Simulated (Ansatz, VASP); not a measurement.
Mg2B3: VASP beside Ansatz

File INCAR:

```
SYSTEM = Mg2B3
PREC = Accurate
ENCUT = 600
EDIFF = 1E-7
ISMEAR = 0
SIGMA = 0.1
LREAL = .False.
LASPH = .True.
NELM = 80
ALGO = Normal
ISIF = 3
LWAVE = .False.
LCHARG = .False.
GGA = PE
IBRION = 2
NSW = 90
EDIFFG = -0.04
```

File KPOINTS:

```
Automatic mesh
0
Gamma
  6 6 4
  0 0 0
```

File POSCAR:

```
Mg2B3
1.0
    3.6989590200      0.0000000000      0.0000000000
   -1.8494795100      3.2033924800      0.0000000000
    0.0000000000      0.0000000000      4.5421876500
Mg B
2 3
Direct
    0.6666666700      0.3333333300      0.5000000000
    0.3333333300      0.6666666700      0.0000000000
    0.0000000000      0.0000000000      0.7454000100
    0.0000000000      0.0000000000      0.2545999900
    0.6666666700      0.3333333300      0.0000000000
```

Input for Ansatz:

```yaml
crystal:
  lattice:
    - [3.69895902, 0.0, 0.0]
    - [-1.84947951, 3.20339248, 0.0]
    - [0.0, 0.0, 4.54218765]
  atoms:
    - { symbol: Mg, position: [0.66666667, 0.33333333, 0.5] }
    - { symbol: Mg, position: [0.33333333, 0.66666667, 0.0] }
    - { symbol: B, position: [0.0, 0.0, 0.74540001] }
    - { symbol: B, position: [0.0, 0.0, 0.25459999] }
    - { symbol: B, position: [0.66666667, 0.33333333, 0.0] }
basis:
  ecutwfc: 420
kpoints:
  mp_grid: { grid: [6, 6, 4] }
hamiltonian:
  xc: pbe
scf:
  occupations: { method: gaussian, width: 0.1 }
  lower_state_search: "off"
output:
  forces: true
  stress: true
  eigenvalues: true
relax:
  adjacent_minimum: "off"
  f_tol: 0.04
  max_steps: 70
  cell: { stress_tol: 0.4 }
```

Change from the starting cell: species swapped into the Fe3Ge2 type (P-6m2, No. 187).

Alike in both runs: task relaxation of cell and atoms; functional PBE; k mesh 6 × 6 × 4; occupations gaussian, width 0.1 eV; no spin polarisation.

|  | VASP | Ansatz |
| --- | --- | --- |
| version | VASP 6.6.1 | Ansatz 0.2.0 |
| potentials or method | VASP PAW PBE potentials, release 64 (Mg, B) | scalar-relativistic, plane waves, PAW |
| plane-wave cutoff (eV) | 600 | 420 |
| valence electrons in the cell | 13 | 29 |

Ansatz gave:

| Item | Value |
| --- | --- |
| gap on the k mesh at the Fermi level, each at its own relaxed structure (eV) | none |
| relaxed volume (Å³/atom) | 12.22 |
| relaxed cell length with the largest relative difference (Å) | 3.888 |
| energy change over the relaxation (meV/atom) | -196 |

Q: Which values does VASP return?

A: gap on the k mesh at the Fermi level, each at its own relaxed structure (eV): none; relaxed volume (Å³/atom): 12.28; relaxed cell length with the largest relative difference (Å): 3.894; energy change over the relaxation (meV/atom): -194.

A gap of «none» marks a metal or a gap that the smearing closes. The two sets of potentials don't hold the same shells in valence.
